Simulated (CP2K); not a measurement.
Crystal: Tc.

```
CELL_PARAMETERS angstrom
2.74000 0.00000 0.00000
-1.37000 2.37291 0.00000
0.00000 0.00000 4.39800
ATOMIC_POSITIONS crystal
Tc 0.66667 0.33333 0.75000
Tc 0.33333 0.66667 0.25000
```

Base run:

| Quantity | Value |
| --- | --- |
| Program | CP2K 2026.2 |
| Functional | PBE |
| Potentials or basis | POTENTIAL_UZH Tc GTH-PBE-q15; TZVP-MOLOPT-PBE-GTH basis |
| Density cutoff | 9184 eV |
| k mesh | 11 × 11 × 6 |
| Occupations | fermi-dirac, width 0.05 eV |
| Spin | no spin polarisation |

Its results: band gap on the k mesh none (metal or under the smearing width); pressure 6.9 GPa.

Problem. The run is repeated on the same cell with these changes: functional from PBE to LDA. What comes out?

Solution. Band gap on the k mesh none (metal or under the smearing width); pressure -6.9 GPa.

LDA binds more tightly than PBE, so the same cell stands under less pressure.

Caveats: the basis of atomic orbitals isn't converged, which shifts pressures, moduli and gaps; the potentials were made for another functional, which shifts forces and pressure (some runs).
